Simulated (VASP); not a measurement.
# GaN (F-43m) in VASP: single point with PBEsol

Aim: the single point of GaN with PBEsol.

Everything below comes from runs of VASP 6.6.1. Logs are shortened: lines on timing, memory, paths and dates and some standing lists are left out, and cuts for length are marked.

**The experiment to reproduce.**

A printed reference work, textbook reports, for a bulk crystal of GaN at 0 K: band gap 3.299 eV (direct).

The runs below are set against these values where they give the same quantity.

## Step 1: The crystal as given

It takes space group F-43m (No. 216, cubic). The conventional cell has a = 4.507 Å, b = 4.507 Å, c = 4.507 Å, α = 90.00°, β = 90.00°, γ = 90.00°. Ga (site symmetry -43m) is surrounded by 4 N at 1.95 Å. Around N (site symmetry -43m) lie 4 Ga at 1.95 Å.

The cell is a database's computed one.

## Step 2: Single point, PBEsol

INCAR

```
SYSTEM = GaN
  PREC = Accurate
  ENCUT = 520
  EDIFF = 1E-7
  ISMEAR = 0
  SIGMA = 0.05
  LREAL = .FALSE.
  LASPH = .TRUE.
  NELM = 100
  ALGO = Normal
  ISIF = 2
  LWAVE = .FALSE.
  LCHARG = .FALSE.
  GGA = PS
  NBANDS = 16
```

KPOINTS

```
regular mesh
0
G
  10 10 10
  0 0 0
```

POSCAR

```
GaN
1.0
    0.0000000000      2.2535006075      2.2535006075
    2.2535006075      0.0000000000      2.2535006075
    2.2535006075      2.2535006075      0.0000000000
Ga N
1 1
Direct
    0.0000000000      0.0000000000      0.0000000000
    0.7500000000      0.7500000000      0.7500000000
```

Potentials or basis: VASP PAW PBE potentials, release 64 (Ga_d, N).

Started as:

```bash
$ cat potpaw_PBE.64/Ga_d/POTCAR potpaw_PBE.64/N/POTCAR > POTCAR
$ mpirun -np 1 vasp_std > vasp.out
```

OUTCAR:

```text
SYSTEM = GaN
   PREC = Accurate
   ENCUT = 520
   EDIFF = 1E-7
   ISMEAR = 0
   LREAL = .FALSE.
   LASPH = .TRUE.
   NELM = 100
   ISIF = 2
   GGA = PS

 ion  position               nearest neighbor table
   1  0.000  0.000  0.000-   2 1.95   2 1.95   2 1.95   2 1.95
   2  0.750  0.750  0.750-   1 1.95   1 1.95   1 1.95   1 1.95

  LATTYP: Found a face centered cubic cell.
 ALAT       =     4.5070012150

  Lattice vectors:

 A1 = (   0.0000000000,   2.2535006075,   2.2535006075)
 A2 = (   2.2535006075,   0.0000000000,   2.2535006075)
 A3 = (   2.2535006075,   2.2535006075,   0.0000000000)

Analysis of symmetry for initial positions (statically):
=====================================================================
 Subroutine PRICEL returns:
 Original cell was already a primitive cell.

 Routine SETGRP: Setting up the symmetry group for a
 face centered cubic supercell.

 Subroutine GETGRP returns: Found 24 space group operations
 (whereof 24 operations were pure point group operations)
 out of a pool of 48 trial point group operations.

The static configuration has the point symmetry T_d .

Analysis of symmetry for dynamics (positions and initial velocities):
=====================================================================
 Subroutine PRICEL returns:
 Original cell was already a primitive cell.

 Routine SETGRP: Setting up the symmetry group for a
 face centered cubic supercell.

 Subroutine GETGRP returns: Found 24 space group operations
 (whereof 24 operations were pure point group operations)
 out of a pool of 48 trial point group operations.

The dynamic configuration has the point symmetry T_d .

 Subroutine INISYM returns: Found 24 space group operations
 (whereof 24 operations are pure point group operations),
 and found     1 'primitive' translations

----------------------------------------------------------------------------------------

                                     Primitive cell

  volume of cell :      22.8877

  direct lattice vectors                    reciprocal lattice vectors
     0.000000000  2.253500607  2.253500607    -0.221877020  0.221877020  0.221877020
     2.253500607  0.000000000  2.253500607     0.221877020 -0.221877020  0.221877020
     2.253500607  2.253500607  0.000000000     0.221877020  0.221877020 -0.221877020

  length of vectors
     3.186931122  3.186931122  3.186931122     0.384302272  0.384302272  0.384302272

  position of ions in fractional coordinates (direct lattice)
     0.000000000  0.000000000  0.000000000
     0.750000000  0.750000000  0.750000000

  ion indices of the primitive-cell ions
   primitive index   ion index
                 1           1
                 2           2

----------------------------------------------------------------------------------------

 KPOINTS: regular mesh

Automatic generation of k-mesh.
 Grid dimensions read from file:
 generate k-points for:   10   10   10

 Generating k-lattice:

  Cartesian coordinates                     Fractional coordinates (reciprocal lattice)
    -0.022187702  0.022187702  0.022187702     0.100000000  0.000000000  0.000000000
     0.022187702 -0.022187702  0.022187702     0.000000000  0.100000000  0.000000000
     0.022187702  0.022187702 -0.022187702     0.000000000  0.000000000  0.100000000

  Length of vectors
     0.038430227  0.038430227  0.038430227

  Shift w.r.t. Gamma in fractional coordinates (k-lattice)
     0.000000000  0.000000000  0.000000000

 Subroutine IBZKPT returns following result:
 ===========================================

 Found     47 irreducible k-points:

 Following reciprocal coordinates:
            Coordinates               Weight
  0.000000  0.000000  0.000000      1.000000
  0.100000  0.000000  0.000000      8.000000
  0.200000  0.000000  0.000000      8.000000
  0.300000  0.000000  0.000000      8.000000
  0.400000  0.000000  0.000000      8.000000
  0.500000  0.000000  0.000000      4.000000
[... 16 lines left out ...]
  0.300000  0.300000  0.000000      6.000000
  0.400000  0.300000  0.000000     24.000000
 [... further k-points ...]
   k-points           NKPTS =     47   k-points in BZ     NKDIM =     47   number of bands    NBANDS=     16
   number of dos      NEDOS =    301   number of ions     NIONS =      2
   total plane-waves  NPLWV =  13824
   dimension x,y,z NGX =    24 NGY =   24 NGZ =   24
   dimension x,y,z NGXF=    48 NGYF=   48 NGZF=   48
   ions per type =               1   1
   NGX,Y,Z   is equivalent  to a cutoff of  12.52, 12.52, 12.52 a.u.
   NGXF,Y,Z  is equivalent  to a cutoff of  25.04, 25.04, 25.04 a.u.
 SYSTEM =  GaN
   PREC   = accura    normal or accurate (medium, high low for compatibility)
   ISTART =      0    job   : 0-new  1-cont  2-samecut
   ICHARG =      2    charge: 1-file 2-atom 10-const
   ISPIN  =      1    spin polarized calculation?
   LNONCOLLINEAR =      F non collinear calculations
   LSORBIT =      F    spin-orbit coupling
   LASPH  =      T    aspherical Exc in radial PAW
   ENCUT  =  520.0 eV  38.22 Ry    6.18 a.u.   5.93  5.93  5.93*2*pi/ulx,y,z
   NELM   =    100;   NELMIN=  2; NELMDL= -5     # of ELM steps
   EDIFF  = 0.1E-06   stopping-criterion for ELM
   LREAL  =      F    real-space projection
   EDIFFG = 0.1E-05   stopping-criterion for IOM
   NSW    =      0    number of steps for IOM
   IBRION =     -1    ionic relax: 0-MD 1-quasi-New 2-CG
   NFREE  =      0    steps in history (QN), initial steepest desc. (CG)
   ISIF   =      2    stress and relaxation
   ISYM   =      2    0-nonsym 1-usesym 2-fastsym
   POTIM  = 0.5000    time-step for ionic-motion
   TEBEG  =    0.0;   TEEND  =   0.0 temperature during run
   PSTRESS=    0.0 pullay stress
   NELECT =      18.0000    total number of electrons
   NUPDOWN=      -1.0000    fix difference up-down
   EMIN   =  10.00;   EMAX   =-10.00  energy-range for DOS
   EFERMI =   0.00;   METHOD = LEGACY
   ISMEAR =     0;   SIGMA  =   0.05  broadening in eV -4-tet -1-fermi 0-gaus
   EFERMI_NEDOS =   21; number of points for ismear=-14 and -15
   IALGO  =     38    algorithm
   IMIX   =      4    mixing-type and parameters
     AMIX     =   0.40;   BMIX     =  1.00
     AMIX_MAG =   1.60;   BMIX_MAG =  1.00
  volume/ion in A,a.u.               =      11.44        77.23
  Fermi-wavevector in a.u.,A,eV,Ry     =   1.511117  2.855596 31.068543  2.283473
  Thomas-Fermi vector in A             =   2.621216
   LORBIT       =      0    0 simple, 1 ext, 2 COOP (PROOUT), +10 PAW based schemes
   GGA     = PS    functional components
   LHFCALC =     F    Hartree Fock is set to
   AEXX    =    0.0000 exact exchange contribution
   IVDW    =     0    specifies the selected vdW correction
   LEPSILON=     F    determine dielectric tensor
   LRPA    =     F    only Hartree local field effects (RPA)
 non-spin polarized calculation
 Gauss-broadening in eV      SIGMA  =   0.05
  energy-cutoff  :      520.00
  volume of cell :       22.89
 maximum number of plane-waves:       636
   NGX = 11   NGY = 11   NGZ = 11

 number of electron      18.0000004 magnetization

 Free energy of the ion-electron system (eV)
  ---------------------------------------------------
  ext. energy  EPLUGINS =         0.00000000
  ---------------------------------------------------
  free energy    TOTEN  =       -13.12195865 eV

  energy without entropy =      -13.12195865  energy(sigma->0) =      -13.12195865

 E-fermi :   5.4603     XC(G=0): -11.9020

 val. band max:        5.1491990390   @ k =   0.0000   0.0000   0.0000
 cond. band min:       6.8322286046   @ k =   0.0000   0.0000   0.0000
 fundamental gap:      1.6830295656
 Fermi energy:         5.4602724175

 k-point     1 :       0.0000    0.0000    0.0000
  band No.  band energies     occupation
      1     -10.7825      2.00000
      2      -8.2535      2.00000
      3      -8.2535      2.00000
      4      -8.2535      2.00000
      5      -7.9285      2.00000
      6      -7.9285      2.00000
[... 8 lines left out ...]
     15      23.8412      0.00000
     16      23.8412      0.00000

 k-point     2 :       0.1000    0.0000    0.0000
  band No.  band energies     occupation
      1     -10.6697      2.00000
      2      -8.2397      2.00000
      3      -8.2397      2.00000
      4      -8.2161      2.00000
      5      -7.9299      2.00000
      6      -7.9299      2.00000
[... 8 lines left out ...]
     15      22.5670      0.00000
     16      22.5670      0.00000

 k-point     3 :       0.2000    0.0000    0.0000
  band No.  band energies     occupation
      1     -10.3842      2.00000
      2      -8.2077      2.00000
      3      -8.2077      2.00000
      4      -8.0570      2.00000
      5      -7.9287      2.00000
      6      -7.9287      2.00000
[... 8 lines left out ...]
     15      21.8027      0.00000
     16      21.8027      0.00000

 k-point     4 :       0.3000    0.0000    0.0000
  band No.  band energies     occupation
      1     -10.0782      2.00000
      2      -8.1793      2.00000
      3      -8.1793      2.00000
      4      -7.9150      2.00000
      5      -7.9150      2.00000
      6      -7.6630      2.00000
[... 8 lines left out ...]
     15      22.2883      0.00000
     16      22.2883      0.00000
[... 324 lines left out ...]
 k-point    22 :      -0.2000    0.2000    0.0000
  band No.  band energies     occupation
      1      -9.9846      2.00000
      2      -8.1632      2.00000
      3      -8.1479      2.00000
      4      -7.9514      2.00000
      5      -7.9430      2.00000
      6      -7.4851      2.00000
[... 8 lines left out ...]
     15      22.3759      0.00000
     16      25.5506      0.00000

 k-point    23 :       0.3000    0.3000    0.0000
  band No.  band energies     occupation
      1      -9.8953      2.00000
      2      -8.1066      2.00000
      3      -8.0611      2.00000
      4      -8.0611      2.00000
      5      -7.8775      2.00000
      6      -7.4724      2.00000
[... 8 lines left out ...]
     15      27.1055      0.00000
     16      27.4879      0.00000

 k-point    24 :       0.4000    0.3000    0.0000
  band No.  band energies     occupation
      1      -9.7737      2.00000
      2      -8.1247      2.00000
      3      -8.0265      2.00000
      4      -8.0257      2.00000
      5      -7.8672      2.00000
      6      -7.0134      2.00000
[... 8 lines left out ...]
     15      27.3414      0.00000
     16      27.4821      0.00000

 [... further k-points ...]

------------------------ aborting loop because EDIFF is reached ----------------------------------------

  FORCE on cell =-STRESS in cart. coord.  units (eV):
  Direction    XX          YY          ZZ          XY          YZ          ZX
  --------------------------------------------------------------------------------------
  -------------------------------------------------------------------------------------
  Total       -0.1875460     -0.1875460     -0.1875460      0.0000000      0.0000000      0.0000000
  in kB      -13.1285088    -13.1285088    -13.1285088      0.0000000      0.0000000      0.0000000
  external PRESSURE =     -13.1285088 kB  Pullay stress =       0.0000000 kB

 VOLUME and BASIS-vectors are now :
 -----------------------------------------------------------------------------
  energy-cutoff  :      520.00
  volume of cell :       22.89
      direct lattice vectors                 reciprocal lattice vectors
     0.000000000  2.253500607  2.253500607    -0.221877020  0.221877020  0.221877020
     2.253500607  0.000000000  2.253500607     0.221877020 -0.221877020  0.221877020
     2.253500607  2.253500607  0.000000000     0.221877020  0.221877020 -0.221877020

 POSITION                                       TOTAL-FORCE (eV/Angst)
 -----------------------------------------------------------------------------------
      0.00000      0.00000      0.00000        -0.000000      0.000000      0.000000
      3.38025      3.38025      3.38025         0.000000     -0.000000     -0.000000
 -----------------------------------------------------------------------------------
    total drift:                               -0.000001     -0.000001     -0.000001

  FREE ENERGIE OF THE ION-ELECTRON SYSTEM (eV)
  ---------------------------------------------------
  free  energy   TOTEN  =       -13.1219586452 eV

  energy  without entropy=      -13.1219586452  energy(sigma->0) =      -13.12195865
```

It took 13 s on 1 thread of Intel Xeon Platinum 8375C at 2.90GHz (Ice Lake), shared host; peak memory 0.15 GiB.

Results:

| Property | Result |
| --- | --- |
| Free energy | -13.1220 eV |
| Pressure | -1.3 GPa |
| Band gap on the k mesh | 1.68 eV, direct |

Levels at points of the mesh, in eV from the valence-band top:
| k point | band 6 | band 7 | band 8 | band 9 | band 10 | band 11 | band 12 | band 13 |
| --- | --- | --- | --- | --- | --- | --- | --- | --- |
| (0.00, 0.00, 0.00) | -13.08 | 0.00 | 0.00 | 0.00 | 1.68 | 10.20 | 10.20 | 10.20 |
| (0.50, 0.00, 0.00) | -11.83 | -7.11 | -0.98 | -0.98 | 4.56 | 8.63 | 10.26 | 10.26 |
| (0.50, 0.50, 0.00) | -11.40 | -6.18 | -2.73 | -2.73 | 3.22 | 6.56 | 11.57 | 13.88 |

Caveat: the PAW data sets were made with another functional, which shifts forces and pressure a little.

## Step 3: Comparison with measurements

Step 2. Against the measured gap of GaN, 3.299 eV (direct; 0 K; a printed reference work, textbook), the calculated 1.68 eV is off by -1.62 eV. Spin-orbit coupling on Ga is left out. The value is that of PBEsol, without temperature or zero-point motion. Semilocal functionals fall short of measured gaps as a rule. The cell is a database's relaxed one, not the measured one, which moves gaps too.
